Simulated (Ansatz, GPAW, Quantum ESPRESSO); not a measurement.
# Simulated XPS, UPS and emission spectra of BAs, part 2 of 7

What would valence photoemission of BAs look like, and what sets its shape?

Ansatz 0.2.0, Quantum ESPRESSO 7.5 and GPAW 26.7.0; DFT, PBE, plane-wave PAW, default files, scalar-relativistic (the session's first sound run).

So far. Step 2 (The base run): At this level the gap is 1.18 eV on the path.

**3. With spin–orbit coupling**

This step: DFT, PBE, plane-wave PAW, default files, with spin-orbit coupling (Ansatz 0.2.0).

Spin–orbit coupling splits and shifts levels of heavy atoms, so the bands are solved again with spinors.

Contents of input.yaml:

```yaml
crystal:
  lattice:
    - [0.0, 2.3885, 2.3885]
    - [2.3885, 0.0, 2.3885]
    - [2.3885, 2.3885, 0.0]
  atoms:
    - { symbol: As, position: [0.75, 0.75, 0.75] }
    - { symbol: B, position: [0.0, 0.0, 0.0] }
kpoints:
  mp_grid: { grid: [14, 14, 14] }
  band_path:
    path:
      - [[0.0, 0.0, 0.0], [-0.5, -0.5, 0.0], [-0.375, -0.375, 0.25]]
      - [[-0.375, 0.0, 0.375], [0.0, 0.0, 0.0], [0.0, 0.0, 0.5], [-0.5, -0.25, 0.25], [-0.5, -0.5, 0.0]]
    npoints: 15
scf:
  occupations: { method: fermi_dirac, width: 0.05 }
  n_extra_bands: 16
hamiltonian:
  xc: pbe
  pseudopotentials: { kind: paw_fr }
output:
  forces: true
  stress: true
  dos:
    projected: true
    de: 0.05
    e_range: [-28, 12]
    nscf_kmesh: { grid: [24, 24, 24] }
    method: { smearing: { sigma: 0.08, scheme: gaussian } }
  fatbands: true
magnetization:
  noncollinear: true
  spin_orbit: true
```

Launch:

```
$ ansatz run input.yaml --threads 4 --pin off --max-ram 8192MiB --backend cpu --events-out ev --progress --plain --runs-dir out
```

Numbers of over 12 decimals in the logs are rounded to 6 here.

Log:

```text
[...]
non-collinear run that drives no moment, with spin-orbit: no starting moment large enough to seed its density (crystal.atoms[].spin), no starting occupations that ask for one, no magnetisation constraint and no magnetic field, so the semilocal B_xc is pinned to zero
Crystal: 2 atoms, lattice volume = 27.252 Å³
Basis set: ecut = 420 eV, 531 PW (Γ), exchange–correlation on 48×48×48 points (8 copies of the dense FFT grid, shifted against one another)
Bands: 34, of which v1, the nominal top of the filled ones, is band 18 counted from 1 (17 counted from 0)
Symmetry: 24 space group operations + 24 with time reversal
[...]
k-points: 104 of 2744 (time reversal used)
Projection manifold: j_resolved (fully-relativistic pseudo-atomic orbitals)
[...]
SCF iter   1: F=—  HF=-5012.867729 eV  |F-HF|=—  |Δ(HF+E_count)|=         —  Δρ=7.81e-2  dr2=2.09e0  dr2_m=0.00e0 (ungated)  ethr=3.10e-3  |M|=0.00e0 ∫|m|=0.00e0 μB  |m|>n=0.0e0 m-floor=0.0e0 τ_xc=0.0e0  β_m=0.30  ⟨swp⟩=6.3  Hψ=22500  notcnv=0  defer=348
[...]
SCF iter   7: F=-5012.226821 eV  HF=-5012.226821 eV  |F-HF|=4.65e-9  |Δ(HF+E_count)|=   1.58e-7  Δρ=6.54e-6  dr2=6.67e-9  dr2_m=0.00e0 (ungated)  ethr=5.56e-10  |M|=0.00e0 ∫|m|=0.00e0 μB  |m|>n=0.0e0 m-floor=0.0e0 τ_xc=0.0e0  ⟨swp⟩=10.0  Hψ=19480  notcnv=0
SCF 1 converged in 7 iterations: F = -5012.226821 eV  dr2 = 6.67e-9
[...]
NSCF: frozen V_eff on 92 k-points
[...]
SCF converged after 7 iterations
Magnetization: |M| = 0.0000 μB,  M = (+0.0000, +0.0000, +0.0000) μB
Absolute magnetization: 0.0000 μB (∫|m|)
  site 0: m = (+0.0000, +0.0000, +0.0000) μB, |m| = 0.0000 μB  (R = 0.85 Å)
  site 1: m = (+0.0000, +0.0000, +0.0000) μB, |m| = 0.0000 μB  (R = 0.85 Å)
Free energy (F): -5012.226821 eV
[...]
Internal energy: -5012.226821 eV  (E = F + TS)
E sigma→0 (E₀):  -5012.226821 eV
Entropy (-TS):   -0.000000 eV (-0.000 meV/atom)
Fermi energy:    11.724890 eV
[...]
--- Stress (GPa, compression-positive) ---
        2.760921      -0.000000      -0.000000
       -0.000000       2.760921       0.000000
       -0.000000       0.000000       2.760921
  P = ⅓ Tr σ = 2.7609 GPa (27.609 kbar)
--- Band table (eV; the first three rows and the last of 104) ---
  k-point 0: bands = [... 14 lower, 11.1899, 11.1899, 11.1899, 11.1899, 14.2655, 14.2655, 14.4792, 14.4792, ... 12 higher]
  k-point 1: bands = [... 14 lower, 10.9023, 10.9023, 11.0250, 11.0261, 14.4632, 14.4632, 14.6330, 14.6330, ... 12 higher]
  k-point 2: bands = [... 14 lower, 10.5155, 10.5155, 10.6502, 10.6521, 14.4790, 14.4790, 15.0517, 15.0517, ... 12 higher]
  k-point 103: bands = [... 14 lower, 5.6327, 5.7695, 5.9840, 6.0012, 15.9458, 15.9740, 16.3727, 16.3727, ... 12 higher]
```

Elapsed: 16 s, on 4 threads of Intel Xeon at 2.60GHz (Ice Lake), shared host; peak memory 0.66 GiB; 62 s of CPU time.

This step gave:

```yaml
free_energy: -5012.2268 eV
fermi_energy: 11.72 eV
pressure: 2.761 GPa
gap_on_the_k_mesh: 1.141 eV
gap_on_the_path: 1.120 eV
least_direct_gap_on_the_path: 3.076 eV
```

Electronic bands along the path, in eV, zero at the valence-band maximum; v1 is the highest filled band, c1 the lowest empty one:

```tsv
point	v4	v3	v2	v1	c1	c2	c3	c4
Γ	0.00	0.00	0.00	0.00	3.08	3.08	3.29	3.29
0.47 of the way	-2.65	-2.65	-2.52	-2.52	1.70	1.70	4.75	4.75
X	-4.21	-4.21	-4.08	-4.08	1.38	1.38	1.39	1.39
0.53 of the way	-5.09	-5.03	-3.97	-3.96	1.55	1.56	2.88	2.92
U	-6.06	-5.96	-3.55	-3.54	1.98	1.99	5.47	5.50
jump to K	-6.06	-5.96	-3.55	-3.54	1.98	1.99	5.47	5.50
0.47 of the way	-4.18	-4.08	-1.36	-1.35	3.86	3.88	5.05	5.06
Γ	0.00	0.00	0.00	0.00	3.08	3.08	3.29	3.29
0.47 of the way	-1.20	-1.20	-1.06	-1.06	3.05	3.05	4.46	4.46
L	-1.96	-1.96	-1.81	-1.81	2.62	2.62	4.69	4.69
0.53 of the way	-4.86	-4.79	-3.32	-3.25	3.97	3.98	4.73	4.83
W	-5.63	-5.48	-5.25	-5.24	5.20	5.21	5.88	5.88
0.47 of the way	-5.02	-4.91	-4.80	-4.79	2.97	3.02	3.13	3.13
X	-4.21	-4.21	-4.08	-4.08	1.38	1.38	1.39	1.39
```

Of the projections kept (As s, As p, B s, B p, not projected), the largest for each band there; the rest of the weight can lie on other orbitals:

```tsv
point	v4	v3	v2	v1	c1	c2	c3	c4
Γ	B p 0.59	B p 0.59	B p 0.59	B p 0.59	As p 0.53	As p 0.53	As p 0.60	As p 0.60
X	As p 0.52	As p 0.52	As p 0.51	As p 0.51	B s 0.48	B s 0.48	B p 0.56	B p 0.56
U	As p 0.54	As p 0.53	As p 0.51	As p 0.51	B p 0.31	B p 0.31	B p 0.35	B p 0.35
K	As p 0.54	As p 0.53	As p 0.51	As p 0.51	B p 0.31	B p 0.31	B p 0.35	B p 0.35
Γ	B p 0.59	B p 0.59	B p 0.59	B p 0.59	As p 0.53	As p 0.53	As p 0.60	As p 0.60
L	B p 0.50	B p 0.50	B p 0.52	B p 0.52	B s 0.46	B s 0.46	As p 0.43	As p 0.43
```

This run's widths, added to any smearing of the DOS itself: Gaussian 0.2 eV, Lorentzian 0.1 eV plus 0.03 an eV of depth. Intensity against binding energy, zero at the valence-band maximum; values in % of the maximum within 13 eV:

```tsv
binding energy (eV)	21.2 eV	60 eV	250 eV	1486.7 eV	5414.7 eV
-1	0.924	0.705	0.708	0.821	0.449
0	3.98	2.57	2.29	2.69	1.26
1	29.5	17.8	16.2	19.3	8.46
2	77.3	45.7	43.4	52.5	23.1
3	93.2	57.0	56.0	67.1	30.5
4	99.4	63.4	63.7	75.6	35.4
5	69.6	49.4	51.6	59.1	29.5
6	45.3	35.8	39.2	44.0	23.7
7	32.1	37.6	40.2	39.8	23.5
8	74.6	97.6	97.8	84.5	41.5
9	9.40	12.0	12.4	11.9	6.69
10	1.97	5.08	5.91	6.95	6.00
11	1.73	19.9	26.2	35.9	36.7
12	-	60.7	76.0	99.1	99.6
13	-	51.9	61.1	74.6	72.7
14	-	35.1	39.7	46.1	44.1
15	-	19.9	21.9	24.3	23.3
16	-	3.57	4.00	4.55	4.34
17	-	1.44	1.64	1.91	1.79
```

Spectra as before, but with a recipe of its own (widths, and in some runs the light), which changes peak heights and what is resolved: Gaussian 0.2 eV, Lorentzian 0.1 eV plus 0.03 times the binding energy, linear light, analyser at 0°, Fermi edge at 77 K; some photon energies differ too.

Side by side:

```tsv
quantity	this run	base run	difference
gap on the path (eV)	1.1198	1.1842	-0.0644
least direct gap on the path (eV)	3.0756	3.281	-0.205
gap on the k-mesh (eV)	1.1414	1.2058	-0.0644
```

One result that differs is the least direct gap on the path, 3.08 eV against 3.28 eV.

**4. With LDA**

This step: DFT, LDA, plane-wave PAW, default files, scalar-relativistic (Ansatz 0.2.0).

The run is repeated with LDA on the same cell, to see how much the levels hang on the functional.

input.yaml, the sections that differ from step 3:

```yaml
scf:
  occupations: { method: fermi_dirac, width: 0.05 }
  n_extra_bands: 8
hamiltonian:
  xc: lda
  pseudopotentials: { kind: paw }
output:
  forces: true
  stress: true
  dos:
    projected: true
    de: 0.05
    e_range: [-28, 12]
    nscf_kmesh: { grid: [24, 24, 24] }
  fatbands: true
# crystal, kpoints: as in step 3
# magnetization: removed
```

Log:

```text
[...]
Crystal: 2 atoms, lattice volume = 27.252 Å³
Basis set: ecut = 420 eV, 531 PW (Γ)
Bands: 17, of which v1, the nominal top of the filled ones, is band 9 counted from 1 (8 counted from 0)
Symmetry: 24 space group operations
[...]
k-points: 104 of 2744 (time reversal used)
[...]
SCF iter   1: F=—  HF=-4923.524345 eV  |F-HF|=—  |Δ(HF+E_count)|=         —  Δρ=7.23e-3  dr2=1.46e-2  ethr=1.77e-3  ⟨swp⟩=5.3  Hψ=9615  notcnv=0  defer=6
[...]
SCF iter   6: F=-4923.519550 eV  HF=-4923.519550 eV  |F-HF|=2.75e-10  |Δ(HF+E_count)|=   9.01e-9  Δρ=3.42e-6  dr2=1.44e-9  ethr=5.56e-10  ⟨swp⟩=7.7  Hψ=7840  notcnv=0
SCF 1 converged in 6 iterations: F = -4923.519550 eV  dr2 = 1.44e-9
[...]
SCF converged after 6 iterations
Free energy (F): -4923.519550 eV
[...]
Internal energy: -4923.519550 eV  (E = F + TS)
E sigma→0 (E₀):  -4923.519550 eV
Entropy (-TS):   -0.000000 eV (-0.000 meV/atom)
Fermi energy:    11.392734 eV
[...]
--- Stress (GPa, compression-positive) ---
       -3.925445       0.000000      -0.000000
       -0.000000      -3.925445       0.000000
       -0.000000       0.000000      -3.925445
  P = ⅓ Tr σ = -3.9254 GPa (-39.254 kbar)
--- Band table (eV; the first three rows and the last of 104) ---
  k-point 0: bands = [... 5 lower, -4.5510, 10.8404, 10.8404, 10.8404, 14.0937, 14.0937, 14.0937, 15.4873, ... 4 higher]
  k-point 1: bands = [... 5 lower, -4.4673, 10.0430, 10.6756, 10.6756, 14.2196, 14.3100, 14.3100, 15.9601, ... 4 higher]
  k-point 2: bands = [... 5 lower, -4.2185, 8.4633, 10.3007, 10.3007, 14.1592, 14.8014, 14.8014, 17.0507, ... 4 higher]
  k-point 103: bands = [... 5 lower, -0.2850, 2.8841, 5.4131, 5.6869, 15.6271, 15.9957, 18.2727, 18.3279, ... 4 higher]
```

Wall time 3.6 s (4 threads); peak memory 0.42 GiB.

This step gave:

| Item | Value |
| --- | --- |
| free energy | -4923.5196 eV |
| Fermi energy | 11.39 eV |
| pressure | -3.925 GPa |
| gap on the k-mesh | 1.149 eV |
| share of occupied states in no projected shell | 0.0039 of the occupied states in the window |
| gap on the path | 1.129 eV |
| least direct gap on the path | 3.253 eV |

The electronic bands at the labelled points (eV, zero at the valence-band maximum; v1 is the highest filled band, c1 the lowest empty one):

```tsv
point	v4	v3	v2	v1	c1	c2	c3	c4
Γ	-15.39	0.00	0.00	0.00	3.25	3.25	3.25	4.65
0.47 of the way	-14.22	-3.70	-2.52	-2.52	1.72	4.76	6.99	6.99
X	-11.28	-8.41	-4.07	-4.07	1.34	1.43	11.25	11.25
0.53 of the way	-11.24	-8.29	-4.99	-3.90	1.56	2.90	10.52	10.62
U	-11.31	-8.03	-5.96	-3.48	1.99	5.48	9.15	9.66
jump to K	-11.31	-8.03	-5.96	-3.48	1.99	5.48	9.15	9.66
0.47 of the way	-13.72	-5.44	-4.06	-1.29	3.90	5.09	5.96	6.94
Γ	-15.39	0.00	0.00	0.00	3.25	3.25	3.25	4.65
0.47 of the way	-14.52	-4.53	-1.06	-1.06	3.08	4.55	4.55	7.59
L	-12.54	-8.74	-1.81	-1.81	2.67	4.76	4.76	8.72
0.53 of the way	-11.91	-8.17	-4.75	-3.22	3.98	4.81	7.54	9.00
W	-11.12	-7.92	-5.50	-5.20	5.20	5.85	6.71	7.05
0.47 of the way	-11.19	-8.18	-4.88	-4.75	3.04	3.10	9.44	9.67
X	-11.28	-8.41	-4.07	-4.07	1.34	1.43	11.25	11.25
```

Of the projections kept (As s, As p, B s, B p, not projected), the largest for each band there; the rest of the weight can lie on other orbitals:

```tsv
point	v4	v3	v2	v1	c1	c2	c3	c4
Γ	As s 0.59	B p 0.56	B p 0.56	B p 0.56	As p 0.57	As p 0.57	As p 0.57	B s 0.57
X	As s 0.65	As p 0.59	As p 0.51	As p 0.51	B p 0.56	B s 0.48	B p 0.48	B p 0.48
U	As s 0.66	As p 0.54	As p 0.54	As p 0.51	B p 0.31	B p 0.36	As p 0.45	not projected 0.29
K	As s 0.66	As p 0.54	As p 0.54	As p 0.51	B p 0.31	B p 0.36	As p 0.45	not projected 0.29
Γ	As s 0.59	B p 0.56	B p 0.56	B p 0.56	As p 0.57	As p 0.57	As p 0.57	B s 0.57
L	As s 0.60	As p 0.55	B p 0.51	B p 0.51	B s 0.47	As p 0.44	As p 0.44	not projected 0.67
```

The electronic bands as a text plot (rows in eV, shown from -8.0 to 4.6 only):

```
    4.4 |  +   +                 + +      +++      +++  +   +
    3.9 | +     +              +++++++   +           +++
    3.3 |+       +      +    ++     +++++++++      ++        +
    2.8 | ++      +    +    +                ++++++          +
    2.3 |   ++            ++                                  +
    1.7 |     ++   ++ ++++                                     +
    1.2 |       +++++++                                         +
    0.7 |
    0.2 |                            ***
   -0.4 |**                       ********
   -0.9 |  *                     *  **  * ***
   -1.4 |   *                  **  **    *   **
   -1.9 |    *                *                ******
   -2.5 |    **             **    **               * *
   -3.0 |      **         **     **       *         * *
   -3.5 |     *  **      *                 *           *
   -4.0 |          ******       **                   *  *      **
   -4.6 |      *       *       *            *         *  *   ***
   -5.1 |       *       *     *                        *  ****
   -5.6 |                *  **  *                       ****
   -6.2 |        *        **   *             *
   -6.7 |         *           *               *
   -7.2 |                   **
   -7.7 |          *      **                   *        ****
         Γ           X  U|K            Γ         L        W     X
```

This run's widths, added to any smearing of the DOS itself: Gaussian 0.1 eV, Lorentzian 0.05 eV plus 0.08 an eV of depth. Intensity against binding energy, zero at the valence-band maximum; values in % of the maximum within 13 eV:

```tsv
binding energy (eV)	21.2 eV	100 eV	1253.6 eV	1486.7 eV	8047.8 eV
-1	1.39	1.40	1.76	1.72	0.905
0	4.64	3.59	4.53	4.39	1.96
1	34.2	23.3	30.2	29.2	11.5
2	84.1	56.8	76.4	73.8	28.9
3	95.7	68.7	92.1	89.0	36.1
4	96.8	74.4	98.4	95.3	40.1
5	68.6	60.8	78.1	75.7	34.1
6	42.1	45.5	56.0	54.4	27.0
7	36.0	55.4	57.9	56.2	29.1
8	56.6	95.0	87.9	84.5	37.4
9	10.5	19.3	20.2	19.8	11.5
10	3.25	12.8	16.1	16.3	14.0
11	2.18	34.2	49.4	50.6	50.9
12	-	70.9	97.5	99.7	99.9
13	-	60.7	76.9	78.3	76.2
14	-	41.2	48.8	49.6	47.3
15	-	22.8	25.8	26.2	25.0
16	-	7.98	9.24	9.37	8.87
```

Maxima picked by a test of local sharpness, so broad peaks and shoulders can be missing; peaks within 0.45 eV of a curve's cut are left out. Valence peaks, by row:

```tsv
photon energy (eV)	binding energy (eV)	height (% of the maximum within 13 eV)	main shell	its share (%)
21.2	7.893	59.3	As 4p	58.53
21.2	3.693	100	B 2p	51.65
100	12.24	72.31	As 4s	57.65
100	7.893	100	B 2s	65.95
100	3.843	75.19	B 2p	39.75
1254	12.09	97.8	As 4s	89.1
1254	7.843	92.74	As 4p	72.58
1254	3.793	100	As 4p	88.83
1487	12.09	100	As 4s	90.09
1487	7.843	89.22	As 4p	73.02
1487	3.843	96.76	As 4p	88.71
8048	12.04	100	As 4s	96.97
8048	7.843	40.07	As 4p	59.75
8048	3.893	40.36	As 4p	77.89
```

Spectra as before, but with a recipe of its own (widths, and in some runs the light), which changes peak heights and what is resolved: Gaussian 0.1 eV, Lorentzian 0.05 eV plus 0.08 times the binding energy, unpolarised light, analyser at 54.7°, Fermi edge at 300 K; some photon energies differ too.

The two runs compared:

```tsv
quantity	this run	base run	difference
gap on the path (eV)	1.1295	1.1842	-0.0547
least direct gap on the path (eV)	3.2533	3.281	-0.0277
gap on the k-mesh (eV)	1.1488	1.2058	-0.0570
```

One result that differs is the gap on the k-mesh, 1.15 eV against 1.21 eV.

At this level the gap is 1.13 eV on the path.

**5. Another volume**

This step: DFT, PBE, plane-wave PAW, default files, scalar-relativistic (Ansatz 0.2.0).

A changed volume shows how band widths and levels follow the bond length.

The cell differs from the one that the last finished run ended in (a 3.378 → 3.285 Å, b 3.378 → 3.285 Å, c 3.378 → 3.285 Å).

input.yaml: that of step 4 with these lines changed.

```diff
@@ -2,5 +2,5 @@
   lattice:
-    - [0.0, 2.3885, 2.3885]
-    - [2.3885, 0.0, 2.3885]
-    - [2.3885, 2.3885, 0.0]
+    - [0.0, 2.3230284114, 2.3230284114]
+    - [2.3230284114, 0.0, 2.3230284114]
+    - [2.3230284114, 2.3230284114, 0.0]
   atoms:
@@ -19,3 +19,3 @@
 hamiltonian:
-  xc: lda
+  xc: pbe
   pseudopotentials: { kind: paw }
```

Log:

```text
[...]
Crystal: 2 atoms, lattice volume = 25.072 Å³
Basis set: ecut = 420 eV, 531 PW (Γ), exchange–correlation on 48×48×48 points (8 copies of the dense FFT grid, shifted against one another)
Bands: 17, of which v1, the nominal top of the filled ones, is band 9 counted from 1 (8 counted from 0)
Symmetry: 24 space group operations
[...]
k-points: 104 of 2744 (time reversal used)
[...]
SCF iter   1: F=—  HF=-5011.973538 eV  |F-HF|=—  |Δ(HF+E_count)|=         —  Δρ=1.14e-3  dr2=2.74e-4  ethr=1.77e-3  ⟨swp⟩=5.1  Hψ=9500  notcnv=0  defer=5
[...]
SCF iter   6: F=-5011.973707 eV  HF=-5011.973707 eV  |F-HF|=4.51e-8  |Δ(HF+E_count)|=   2.93e-7  Δρ=1.10e-5  dr2=2.50e-8  ethr=5.56e-10  ⟨swp⟩=5.9  Hψ=8418  notcnv=0
SCF 1 converged in 6 iterations: F = -5011.973707 eV  dr2 = 2.50e-8
[...]
SCF converged after 6 iterations
Free energy (F): -5011.973707 eV
[...]
Internal energy: -5011.973707 eV  (E = F + TS)
E sigma→0 (E₀):  -5011.973707 eV
Entropy (-TS):   -0.000000 eV (-0.000 meV/atom)
Fermi energy:    13.042499 eV
[...]
--- Stress (GPa, compression-positive) ---
       16.828584      -0.000000      -0.000000
        0.000000      16.828584       0.000000
        0.000000       0.000000      16.828584
  P = ⅓ Tr σ = 16.8286 GPa (168.286 kbar)
--- Band table (eV; the first three rows and the last of 104) ---
  k-point 0: bands = [... 5 lower, -3.6850, 12.5075, 12.5075, 12.5075, 15.8990, 15.8990, 15.8990, 18.2636, ... 4 higher]
  k-point 1: bands = [... 5 lower, -3.5945, 11.6775, 12.3257, 12.3257, 16.1235, 16.1372, 16.1372, 18.6400, ... 4 higher]
  k-point 2: bands = [... 5 lower, -3.3247, 10.0106, 11.9160, 11.9160, 16.2125, 16.6711, 16.6711, 19.5743, ... 4 higher]
  k-point 103: bands = [... 5 lower, 1.1368, 4.0274, 6.5770, 6.8655, 17.3838, 18.0454, 20.4217, 20.5180, ... 4 higher]
```

The job ended after 3.5 s (4 threads; peak memory 0.42 GiB; 12 s of CPU time).

This step gave:

| Property | Result |
| --- | --- |
| free energy | -5011.9737 eV |
| Fermi energy | 13.04 eV |
| pressure | 16.83 GPa |
| gap on the k-mesh | 1.113 eV |
| gap on the path | 1.097 eV |
| least direct gap on the path | 3.392 eV |

The electronic bands at the labelled points (eV, zero at the valence-band maximum; v1 is the highest filled band, c1 the lowest empty one):

```tsv
point	v4	v3	v2	v1	c1	c2	c3	c4
Γ	-16.19	0.00	0.00	0.00	3.39	3.39	3.39	5.76
0.47 of the way	-14.92	-3.75	-2.75	-2.75	1.74	5.01	7.49	7.49
X	-11.56	-9.00	-4.43	-4.43	1.33	1.37	12.22	12.22
0.53 of the way	-11.52	-8.86	-5.45	-4.25	1.54	2.99	11.35	11.55
U	-11.59	-8.56	-6.51	-3.79	2.00	5.77	9.79	10.50
jump to K	-11.59	-8.56	-6.51	-3.79	2.00	5.77	9.79	10.50
0.47 of the way	-14.37	-5.70	-4.43	-1.40	4.24	5.35	6.37	7.46
Γ	-16.19	0.00	0.00	0.00	3.39	3.39	3.39	5.76
0.47 of the way	-15.24	-4.80	-1.15	-1.15	3.55	4.78	4.78	8.30
L	-13.01	-9.41	-1.97	-1.97	3.20	4.89	4.89	9.04
0.47 of the way	-12.46	-8.90	-4.64	-3.19	4.05	4.94	7.70	9.56
W	-11.36	-8.44	-6.01	-5.69	5.28	6.41	7.00	7.57
0.47 of the way	-11.46	-8.73	-5.33	-5.20	3.05	3.27	10.12	10.44
X	-11.56	-9.00	-4.43	-4.43	1.33	1.37	12.22	12.22
```

Of the projections kept (As s, As p, B s, B p, not projected), the largest for each band there; the rest of the weight can lie on other orbitals:

```tsv
point	v4	v3	v2	v1	c1	c2	c3	c4
Γ	As s 0.58	B p 0.60	B p 0.60	B p 0.60	As p 0.61	As p 0.61	As p 0.61	B s 0.53
X	As s 0.62	As p 0.60	As p 0.50	As p 0.50	B s 0.50	B p 0.53	As p 0.47	As p 0.47
U	As s 0.63	As p 0.54	As p 0.53	As p 0.50	B p 0.29	B p 0.34	As p 0.45	not projected 0.34
K	As s 0.63	As p 0.54	As p 0.53	As p 0.50	B p 0.29	B p 0.34	As p 0.45	not projected 0.34
Γ	As s 0.58	B p 0.60	B p 0.60	B p 0.60	As p 0.61	As p 0.61	As p 0.61	B s 0.53
L	As s 0.58	As p 0.55	B p 0.53	B p 0.53	B s 0.47	As p 0.44	As p 0.44	not projected 0.70
```

The electronic bands as a text plot (rows in eV, shown from -8.0 to 5.8 only):

```
    5.5 |   +            +      ++                 +   +  ++
    4.9 |     +                   ++        +++++++++++  + ++
    4.3 |  +   +                +++ +     ++          +++   +
    3.7 |++     +       +     ++   ++++ +++++      +++
    3.2 |++      +          ++        ++     ++++++          +
    2.6 |  ++     +    +   +                                  +
    2.0 |    +     +     ++                                    +
    1.5 |     ++++  +++++                                       +
    0.9 |         ++
    0.3 |
   -0.3 |**                       ********
   -0.8 |  *                     *   *  * **
   -1.4 |   *                   *   *    *  ***
   -2.0 |    *                **   *           *****
   -2.6 |     *              *    **               **
   -3.1 |      *           **    **       *         **
   -3.7 |     * **       **                *          **
   -4.3 |      *  *******       **                   *          *
   -4.8 |             *        *            *         * *     **
   -5.4 |       *      *      * *                      * *****
   -6.0 |        *      *    *                          *****
   -6.6 |                ****  *             *
   -7.1 |         *           *               *
   -7.7 |                   **
         Γ           X  U|K            Γ         L        W     X
```

Side by side:

```tsv
quantity	this run	base run	difference
gap on the path (eV)	1.0965	1.1842	-0.0877
least direct gap on the path (eV)	3.3915	3.281	0.111
gap on the k-mesh (eV)	1.1129	1.2058	-0.0929
```

The two runs differ clearly in the gap on the k-mesh: 1.11 eV against 1.21 eV.

(Part 2 of 7 ends here.)

[Logs are printed without paths, hosts, clocks, repeated set-up lines and the standing remarks that a program may print on its own settings, such as how far it seeks lower states.]

[Hosts, paths, dates, database ids (printed as entryN), source tags and the programs' standing remarks are cut or masked in the printed files.]

[Maps of the electrostatic potential energy from Ansatz leave out the sawtooth potential of an applied field or a dipole correction, so their vacuum need not be flat; work functions include it.]

[Peak lists hold at most the 14 tallest peaks of each spectrum; further lines can be left out.]
